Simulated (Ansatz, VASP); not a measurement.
## W: VASP beside Ansatz

```
W
1.0
    -1.56794    1.56794    1.56794
     1.56794   -1.56794    1.56794
     1.56794    1.56794   -1.56794
W
1
Direct
  0.00000 0.00000 0.00000
```

Alike in both runs: functional LDA; k mesh 18 × 18 × 18; occupations gaussian, width 0.1 eV; no spin polarisation.

Ansatz relaxed the structure, and its values are those at the end. VASP's run is a single point on that final structure, the one shown.

|  | VASP | Ansatz |
| --- | --- | --- |
| version | VASP 6.6.1 | Ansatz 0.2.0 |
| potentials or method | VASP PAW LDA potentials, release 64 (W_sv) | scalar-relativistic, plane waves, PAW |
| plane-wave cutoff (eV) | 520 | 420 |
| valence electrons in the cell | 14 | 14 |

```tsv
	VASP	Ansatz	Ansatz less VASP
gap on the k mesh at the Fermi level (eV)	none	none	-
pressure (GPa)	2.0	0.0	-1.96
```

A gap of «none» marks a metal or a gap that the smearing closes.

Spin-orbit coupling is left out, which matters for the levels of W.
